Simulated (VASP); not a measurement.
Runs of VASP 6.6.1 on NiO. Symmetry: Fm-3m, No. 225, cubic system. The conventional cell has a = 4.172 Å, b = 4.172 Å, c = 4.172 Å, α = 90.00°, β = 90.00°, γ = 90.00°. Ni (site symmetry m-3m) is surrounded by 6 O at 2.09 Å. O (site symmetry m-3m) has 6 Ni at 2.09 Å as nearest neighbours. 

```csv
task,level,potentials or basis,cell,cutoff (eV),smearing,gap on the mesh (eV),pressure (GPa),moment (μB),relaxed volume (Å³/atom)
single point,PBE,"VASP PAW PBE potentials, release 64 (Ni, O)",as given,520,gaussian 0.028 eV,none,5.9,1.76,-
relaxation of cell and atoms,revPBE+D3,"VASP PAW PBE potentials, release 64 (Ni, O)",relaxed,600,fermi-dirac 0.05 eV,none,0.1,1.83,(a)
relaxation of cell and atoms,PBEsol+D4,"VASP PAW PBE potentials, release 64 (Ni, O)",relaxed,600,fermi-dirac 0.05 eV,none,-0.1,(b),8.62
relaxation of cell and atoms,PBEsol+rVV10,"VASP PAW PBE potentials, release 64 (Ni, O)",relaxed,600,fermi-dirac 0.05 eV,none,0.1,1.22,8.67
relaxation of cell and atoms,RPBE+D3,"VASP PAW PBE potentials, release 64 (Ni, O)",relaxed,600,fermi-dirac 0.05 eV,none,0.1,1.88,9.51
relaxation of cell and atoms,RPBE+D3(BJ),"VASP PAW PBE potentials, release 64 (Ni, O)",relaxed,600,fermi-dirac 0.05 eV,none,0.0,1.78,8.99
relaxation of cell and atoms,RPBE+D4,"VASP PAW PBE potentials, release 64 (Ni, O)",relaxed,600,fermi-dirac 0.05 eV,none,0.2,1.87,9.43
single point,PBE,"VASP PAW PBE potentials, release 64 (Ni_pv, O)","atoms moved at random, drawn with an rms of 0.05 Å",520,fermi-dirac 0.1 eV,none,3.9,1.66,-
```

Alike in all rows: spin collinear, ferromagnetic start; k mesh 11 × 11 × 11.

**Question.** Fill in the values left out.

**Answer.** (a) 9.32; (b) 1.20.

Caveats: a cell with one magnetic atom can't hold antiferromagnetic order, which such compounds often take; semilocal functionals often make such compounds metallic where correlation or magnetic order opens a gap, which also shifts bond lengths; the PAW data sets were made with another functional, which shifts forces and pressure a little (some runs); pairwise dispersion overbinds metals, which lowers pressure and volume (some runs).

A gap of «none» marks a metal or a gap under the smearing width.

The runs don't all hold the same shells in valence.
